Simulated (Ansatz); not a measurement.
The system is ZrO2.

```xyz
6
Lattice="3.5961 0.0000 0.0000 0.0000 3.5961 0.0000 0.0000 0.0000 5.1770" Properties=species:S:1:pos:R:3 pbc="T T T"
Zr    1.7980    1.7980    2.5885
Zr    0.0000    0.0000    0.0000
O     1.7980    0.0000    4.1261
O     1.7980    0.0000    1.5376
O     0.0000    1.7980    3.6394
O     0.0000    1.7980    1.0509
```

Base run:

- Program: Ansatz 0.2.0
- Functional: r2SCAN
- Potentials or basis: Ansatz PAW
- Cutoff: 500 eV (not typed: the program's choice for these potentials)
- k mesh: 7 × 7 × 5
- Occupations: fermi-dirac, width 0.05 eV
- Spin: no spin polarisation

Its results: band gap on the k mesh 4.56 eV, indirect (least direct gap 4.68 eV); pressure 1.5 GPa; largest force 0.064 eV/Å.

Problem. The run is repeated on the same cell with these changes: functional from r2SCAN to BLYP; cutoff from 500 eV (not typed: the program's choice for these potentials) to 420 eV (not typed: the program's choice for these potentials). What comes out?

Solution. Band gap on the k mesh 4.06 eV, indirect (least direct gap 4.17 eV); pressure 12.2 GPa; largest force 0.003 eV/Å.

r2SCAN gives the wider gap, since meta-GGAs in the generalised Kohn-Sham scheme recover part of the derivative discontinuity.

Caveats: the PAW data sets come from PBE, with cores solved anew for the run's functional, which leaves a small shift of forces and pressure.
